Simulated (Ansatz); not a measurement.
# HfO2 (P1) in Ansatz: convergence with wavefunction cutoff

Aim: find how far wavefunction cutoff must go before the results for HfO2 settle, at PBE+U. This setting moves, with any that are tied to it; all else stays.

Program: Ansatz 0.2.0. These are calculated values, not measurements. Logs are shortened: lines on timing, memory, paths and dates and some standing lists are left out, and cuts for length are marked.

### 1 The cell of the first run

The typed cell holds 3 atoms: a = 3.617 Å, b = 3.617 Å, c = 3.617 Å, α = 60.00°, β = 60.00°, γ = 60.00°.

The cell isn't the ideal one: atoms moved at random, drawn with an rms of 0.05 Å.

### 2 With wavefunction cutoff 200 eV

input.yaml reads:

```yaml
crystal:
  lattice:
    - [0.0, 2.5575, 2.5575]
    - [2.5575, 0.0, 2.5575]
    - [2.5575, 2.5575, 0.0]
  atoms:
    - { symbol: Hf, position: [0.009026, 0.000776, -0.015243] }
    - { symbol: O, position: [0.746437, 0.748737, 0.757242] }
    - { symbol: O, position: [0.251091, 0.240087, 0.250043] }
hamiltonian:
  xc: pbe
  pseudopotentials: { kind: paw }
  hubbard: { sites: [{ species: Hf, l: d, u_eff: 8.0 }] }
kpoints:
  mp_grid: { grid: [7, 7, 7] }
scf:
  occupations: { method: fermi_dirac, width: 0.05 }
output:
  forces: true
  stress: true
  eigenvalues: true
basis:
  ecutwfc: "200 eV"
```

Potentials or basis: Ansatz PAW.

Launch:

```console
$ ansatz run input.yaml --threads 2 --pin off --max-ram 5632MiB --backend cpu --events-out ev --progress --plain --runs-dir out
```

Run time: 2 s. Hardware: 2 threads of AMD EPYC 9R45 (Zen 5), shared host; peak memory 0.42 GiB.

Results:

```
Free energy            : -16836.7146 eV
Pressure               : 11.7 GPa
Largest force          : 0.257 eV/Å
Band gap on the k mesh : 4.26 eV, indirect (least direct gap 4.54 eV)
```

### 3 With wavefunction cutoff 250 eV

Changes to input.yaml since step 2:

```diff
@@ -22,2 +22,2 @@
 basis:
-  ecutwfc: "200 eV"
+  ecutwfc: "250 eV"
```

Potentials or basis: Ansatz PAW.

Launch:

```console
$ ansatz run input.yaml --threads 2 --pin off --max-ram 5632MiB --backend cpu --events-out ev --progress --plain --runs-dir out
```

Wall time 2.4 s (2 threads of AMD EPYC 9R45 (Zen 5), shared host); peak memory 0.44 GiB.

Results:

* Free energy: -16850.8031 eV
* Pressure: 10.3 GPa
* Largest force: 0.606 eV/Å
* Band gap on the k mesh: 4.92 eV, indirect (least direct gap 5.50 eV)

### 4 With wavefunction cutoff 300 eV

Changes to input.yaml since step 3:

```diff
@@ -22,2 +22,2 @@
 basis:
-  ecutwfc: "250 eV"
+  ecutwfc: "300 eV"
```

Launch:

```console
$ ansatz run input.yaml --threads 2 --pin off --max-ram 5632MiB --backend cpu --events-out ev --progress --plain --runs-dir out
```

Wall time 2.8 s (2 threads of AMD EPYC 9R45 (Zen 5), shared host); peak memory 0.47 GiB.

Results:

- Free energy: -16854.3557 eV
- Pressure: 9.0 GPa
- Largest force: 0.578 eV/Å
- Band gap on the k mesh: 5.14 eV, indirect (least direct gap 5.65 eV)

### 5 With wavefunction cutoff 350 eV

Changes to input.yaml since step 4:

```diff
@@ -22,2 +22,2 @@
 basis:
-  ecutwfc: "300 eV"
+  ecutwfc: "350 eV"
```

Launch:

```console
$ ansatz run input.yaml --threads 2 --pin off --max-ram 5632MiB --backend cpu --events-out ev --progress --plain --runs-dir out
```

Wall time 3.4 s (2 threads of AMD EPYC 9R45 (Zen 5), shared host); peak memory 0.5 GiB.

What came out:

- Free energy: -16855.1133 eV
- Pressure: 9.9 GPa
- Largest force: 0.531 eV/Å
- Band gap on the k mesh: 5.15 eV, indirect (least direct gap 5.62 eV)

### 6 With wavefunction cutoff 400 eV

Changes to input.yaml since step 5:

```diff
@@ -22,2 +22,2 @@
 basis:
-  ecutwfc: "350 eV"
+  ecutwfc: "400 eV"
```

Potentials or basis: Ansatz PAW.

Launch:

```console
$ ansatz run input.yaml --threads 2 --pin off --max-ram 5632MiB --backend cpu --events-out ev --progress --plain --runs-dir out
```

Wall time 3.5 s (2 threads of AMD EPYC 9R45 (Zen 5), shared host); peak memory 0.53 GiB.

The run converged. Its results:

```
Free energy            : -16855.2926 eV
Pressure               : 10.6 GPa
Largest force          : 0.550 eV/Å
Band gap on the k mesh : 5.17 eV, indirect (least direct gap 5.63 eV)
```

### 7 With wavefunction cutoff 450 eV

Changes to input.yaml since step 6:

```diff
@@ -22,2 +22,2 @@
 basis:
-  ecutwfc: "400 eV"
+  ecutwfc: "450 eV"
```

Launch:

```console
$ ansatz run input.yaml --threads 2 --pin off --max-ram 5632MiB --backend cpu --events-out ev --progress --plain --runs-dir out
```

Run time: 4 s. Hardware: 2 threads of AMD EPYC 9R45 (Zen 5), shared host; peak memory 0.58 GiB.

It converged, with:

```yaml
Free_energy: -16855.3230 eV
Pressure: 10.5 GPa
Largest_force: 0.554 eV/Å
Band_gap_on_the_k_mesh: 5.17 eV, indirect (least direct gap 5.64 eV)
```

### 8 With wavefunction cutoff 500 eV

Changes to input.yaml since step 7:

```diff
@@ -22,2 +22,2 @@
 basis:
-  ecutwfc: "450 eV"
+  ecutwfc: "500 eV"
```

Launch:

```console
$ ansatz run input.yaml --threads 2 --pin off --max-ram 5632MiB --backend cpu --events-out ev --progress --plain --runs-dir out
```

Wall time 4.4 s (2 threads of AMD EPYC 9R45 (Zen 5), shared host); peak memory 0.62 GiB.

The run converged. Its results:

* Free energy: -16855.3257 eV
* Pressure: 10.5 GPa
* Largest force: 0.554 eV/Å
* Band gap on the k mesh: 5.17 eV, indirect (least direct gap 5.64 eV)

### 9 With wavefunction cutoff 600 eV

Changes to input.yaml since step 8:

```diff
@@ -22,2 +22,2 @@
 basis:
-  ecutwfc: "500 eV"
+  ecutwfc: "600 eV"
```

Potentials or basis: Ansatz PAW.

Launch:

```console
$ ansatz run input.yaml --threads 2 --pin off --max-ram 5632MiB --backend cpu --events-out ev --progress --plain --runs-dir out
```

Run time: 5.2 s. Hardware: 2 threads of AMD EPYC 9R45 (Zen 5), shared host; peak memory 0.69 GiB.

Results (log left out):

| Property | Result |
| --- | --- |
| Free energy | -16855.3275 eV |
| Pressure | 10.5 GPa |
| Largest force | 0.554 eV/Å |
| Band gap on the k mesh | 5.17 eV, indirect (least direct gap 5.64 eV) |

### 10 With wavefunction cutoff 800 eV

Changes to input.yaml since step 9:

```diff
@@ -22,2 +22,2 @@
 basis:
-  ecutwfc: "600 eV"
+  ecutwfc: "800 eV"
```

Potentials or basis: Ansatz PAW.

Launch:

```console
$ ansatz run input.yaml --threads 2 --pin off --max-ram 5632MiB --backend cpu --events-out ev --progress --plain --runs-dir out
```

Output:

```text
Warning: RAYON_NUM_THREADS=2 ignored (pool sized by the plan → 2); use --threads N
Hf: projections on atomic orbitals take those of the free atom [Kr 4d10] 4f14 5s2 5p6 5d2 6s2, of charge +0.00 (hamiltonian.pseudopotentials.projection_atoms); the dataset's partial waves leave at most 4.9e-5 of an orbital's norm unspanned inside its sphere
O: projections on atomic orbitals take those of the free atom [He] 2s2 2p4, of charge +0.00 (hamiltonian.pseudopotentials.projection_atoms); the dataset's partial waves leave at most 1.9e-8 of an orbital's norm unspanned inside its sphere
Engine: ansatz 0.2.0, x86_64-unknown-linux-gnu
Pseudopotentials: kind: paw
Pseudopotential: Hf, paw, valence charge 26, recommended cutoff 420 eV (normal), Hf.paw.azcp
Pseudopotential: O, paw, valence charge 6, recommended cutoff 420 eV (normal), O.paw.azcp
Functional definition: PBE
  parameter kappa = 0.804
  parameter beta = 0.06672455060314922
  exchange = pbe_x(kappa = kappa, mu = beta*pi^2/3)
  correlation = pbe_c(beta = beta)
Crystal: 3 atoms, lattice volume = 33.456 Å³
Basis set: ecut = 800 eV, 1759 PW (Γ), exchange–correlation on 72×72×72 points (8 copies of the dense FFT grid, shifted against one another)
Bands: 23, of which v1, the nominal top of the filled ones, is band 19 counted from 1 (18 counted from 0)
Symmetry: 1 space group operations
Space group: P1 (ITA 1), of the structure as read, at distance tolerance 3.2e-5 Å
k-points: 172 of 343 (time reversal used)
Non-local potential: Hf, projectors of the file, l = 0: 3, l = 1: 2, l = 2: 2, l = 3: 3
Non-local potential: O, projectors of the file, l = 0: 2, l = 1: 2, l = 2: 1
PAW form: soft (Blöchl's): semilocal exchange-correlation on the pseudo side does not see the compensation charge
PAW one-centre angular grid: Hf, 590 points (default); XC on 64 Gauss nodes
PAW one-centre angular grid: O, 110 points (default); XC on 64 Gauss nodes
Initial density: superposition of atomic densities (chi_scale 0.1, normalization cell, long waves kept (reshape's long-wave potential 0.00 eV rms))
Initial wavefunctions: pseudopotential atomic-orbital guess
Functional: x = pbe(κ = 0.804, μ = 0.2195149727645171), c = pbe(β = 0.06672455060314922)
SCF iter   1: F=—  HF=-16855.470085 eV  |F-HF|=—  |Δ(HF+E_count)|=         —  Δρ=7.87e-2  dr2=1.55e0  ethr=3.10e-3  ⟨swp⟩=4.5  Hψ=14681  notcnv=0
preconditioner: auto → none  [insulator: Δε(μ)=5.060 eV  Ē_g=20.535 eV  σ=0.050 eV  W_gap=1.00  n_scr=14 (ndim 8)  ℏωp=38.5 eV  f_vac=0.003  D(μ)=0.00/eV (n_scr^D=0)  ε∞_Penn≈4.5]
SCF iter   2: F=—  HF=-16855.264497 eV  |F-HF|=—  |Δ(HF+E_count)|=   2.06e-1  Δρ=4.00e-2  dr2=2.19e-1  ethr=3.10e-3  ⟨swp⟩=2.0  Hψ=9263  notcnv=0
SCF iter   3: F=—  HF=-16855.314162 eV  |F-HF|=—  |Δ(HF+E_count)|=   4.97e-2  Δρ=1.56e-2  dr2=7.19e-2  ethr=5.76e-4  ⟨swp⟩=2.0  Hψ=7047  notcnv=0
SCF iter   4: F=—  HF=-16855.327439 eV  |F-HF|=—  |Δ(HF+E_count)|=   1.33e-2  Δρ=3.82e-3  dr2=1.95e-3  ethr=1.89e-4  ⟨swp⟩=2.0  Hψ=7238  notcnv=0
SCF iter   5: F=—  HF=-16855.329676 eV  |F-HF|=—  |Δ(HF+E_count)|=   2.24e-3  Δρ=2.66e-3  dr2=1.82e-3  ethr=5.14e-6  ⟨swp⟩=2.0  Hψ=7924  notcnv=0
SCF iter   6: F=—  HF=-16855.329096 eV  |F-HF|=—  |Δ(HF+E_count)|=   5.80e-4  Δρ=3.44e-4  dr2=2.29e-5  ethr=4.79e-6  ⟨swp⟩=2.0  Hψ=7224  notcnv=0
SCF iter   7: F=—  HF=-16855.329092 eV  |F-HF|=—  |Δ(HF+E_count)|=   4.07e-6  Δρ=1.18e-4  dr2=3.67e-6  ethr=6.03e-8  ⟨swp⟩=2.0  Hψ=6084  notcnv=0
SCF iter   8: F=—  HF=-16855.329091 eV  |F-HF|=—  |Δ(HF+E_count)|=   4.90e-7  Δρ=4.81e-5  dr2=5.81e-7  ethr=9.66e-9  ⟨swp⟩=2.0  Hψ=6441  notcnv=0
SCF iter   9: F=-16855.329091 eV  HF=-16855.329091 eV  |F-HF|=1.41e-8  |Δ(HF+E_count)|=   5.07e-8  Δρ=1.00e-5  dr2=8.19e-9  ethr=2.63e-10  ⟨swp⟩=6.0  Hψ=19373  notcnv=0
SCF 1 converged in 9 iterations: F = -16855.329091 eV  dr2 = 8.19e-9
SCF converged after 9 iterations
Free energy (F): -16855.329091 eV
Harris-Foulkes:  -16855.329091 eV  (|F-HF|=1.41e-8)
Internal energy: -16855.329091 eV  (E = F + TS)
E sigma→0 (E₀):  -16855.329091 eV
Fermi energy:    18.787105 eV
--- Per-component energies (eV) ---
  E_band       = 30.530133
  E_kinetic    = 771.564867
  E_local      = -5809.319753  (includes V_loc(G=0)·N_el)
  E_nonlocal   = -1146.305542
  E_hartree    = 2655.500720
  E_xc         = -448.088422
  E_vxc        = -455.084244  (∫ρ·V_xc dr)
  E_hubbard    = 5.604267  (on-site DFT+U / exact-exchange correction)
  E_vhub       = 4.185030  (the Hubbard potential's part of the band-sum identity)
  E_paw        = -7243.257289  (= ΣΔE_a)
  E_vpaw       = 1354.488635  (= ΣTr[D̂ρ^β])
  E_aug_tail   = 0.000341  (compensation charges beyond the density's cutoff)
  E_ewald      = -5641.028281
  E_smearing   = -0.000000  (= −TS)
  E_closure    = -0.000000  (closes the sum)
  Σ components = -16855.329091   (vs F -16855.329091, Δ=0.00e0)
--- Forces (eV/Å), atoms counted from 1 ---
  atom   1  Hf     0.31013215     0.18145153    -0.38632551
  atom   2  O     -0.53486460    -0.12656012     0.07335735
  atom   3  O      0.22474662    -0.05488269     0.31295223
  max |Σ_I F_I| component: 1.59e-5 eV/Å
--- Stress (GPa, compression-positive) ---
       10.569838       0.495649      -0.051879
        0.495649      10.445802       1.214066
       -0.051879       1.214066      10.429059
  P = ⅓ Tr σ = 10.4816 GPa (104.816 kbar)
--- Band table (eV; the first three rows and the last of 172) ---
  k-point 0: bands = ["-46.2985", "-14.7640", "-14.7544", "-14.7425", "-2.5301", "0.2896", "3.7913", "3.7929", "3.7944", "3.8431", "3.8503", "3.8563", "4.1034", "11.3338", "11.3909", "11.4447", "15.5318", "15.5578", "15.5654", "21.3178", "22.3146", "22.3317", "26.7953"]
  k-point 1: bands = ["-46.2941", "-14.8288", "-14.7645", "-14.7507", "-2.2765", "0.2005", "3.7947", "3.7965", "3.7989", "3.8378", "3.8463", "3.8550", "4.0494", "11.5097", "11.5693", "11.8389", "14.9353", "15.3145", "15.3252", "22.1617", "22.5323", "22.5538", "25.7434"]
  k-point 2: bands = ["-46.2735", "-14.9775", "-14.7819", "-14.7687", "-1.6344", "-0.0176", "3.8010", "3.8025", "3.8118", "3.8281", "3.8366", "3.8545", "3.9536", "11.9476", "11.9643", "12.6791", "13.8641", "14.7982", "14.8344", "22.8016", "22.8615", "23.0461", "25.1596"]
  k-point 171: bands = ["-46.2598", "-15.0685", "-14.8349", "-14.8123", "-0.7152", "-0.3301", "3.8039", "3.8083", "3.8253", "3.8288", "3.8352", "3.8437", "3.8783", "11.9838", "12.3404", "12.6733", "14.1135", "14.2264", "14.7840", "22.5182", "23.0965", "23.5886", "24.8661"]
Occupation matrices written to <dir>
```

Run time: 7.7 s. Hardware: 2 threads of AMD EPYC 9R45 (Zen 5), shared host; peak memory 0.83 GiB.

What came out:

* Free energy: -16855.3291 eV
* Pressure: 10.5 GPa
* Largest force: 0.555 eV/Å
* Band gap on the k mesh: 5.17 eV, indirect (least direct gap 5.64 eV)

### 11 Result

| wavefunction cutoff | energy less the tightest run, at zero smearing (meV/atom) | pressure (GPa) | largest force (eV/Å) | gap on the mesh (eV) | SCF cycles | CPU time (s) | peak memory (GiB) |
| --- | --- | --- | --- | --- | --- | --- | --- |
| 200 eV | 6204.82 | 11.67 | 0.257 | 4.258 | 9 | 3.9 | 0.42 |
| 250 eV | 1508.66 | 10.26 | 0.606 | 4.916 | 9 | 4.6 | 0.44 |
| 300 eV | 324.47 | 9.01 | 0.578 | 5.142 | 8 | 5.4 | 0.47 |
| 350 eV | 71.94 | 9.86 | 0.531 | 5.147 | 9 | 6.6 | 0.5 |
| 400 eV | 12.17 | 10.56 | 0.550 | 5.170 | 9 | 6.7 | 0.53 |
| 450 eV | 2.02 | 10.51 | 0.554 | 5.173 | 9 | 7.7 | 0.58 |
| 500 eV | 1.14 | 10.49 | 0.554 | 5.173 | 9 | 8.7 | 0.62 |
| 600 eV | 0.52 | 10.49 | 0.554 | 5.173 | 9 | 10 | 0.69 |
| 800 eV | 0.00 | 10.48 | 0.555 | 5.173 | 9 | 15 | 0.83 |

Against the tightest run, the energy stays within 1 meV/atom from 600 eV on; the pressure stays within 0.1 GPa from 400 eV on; the largest force stays within 0.005 eV/Å from 400 eV on; the gap on the mesh stays within 0.01 eV from 400 eV on. The tightest run that finished is the yardstick and may itself not be fully converged.

Caveats: odd divisions of the mesh miss points on the zone boundary, where band edges often lie, so the gap on the mesh can be too wide; spin-orbit coupling is left out, which moves the levels of the heavy elements.
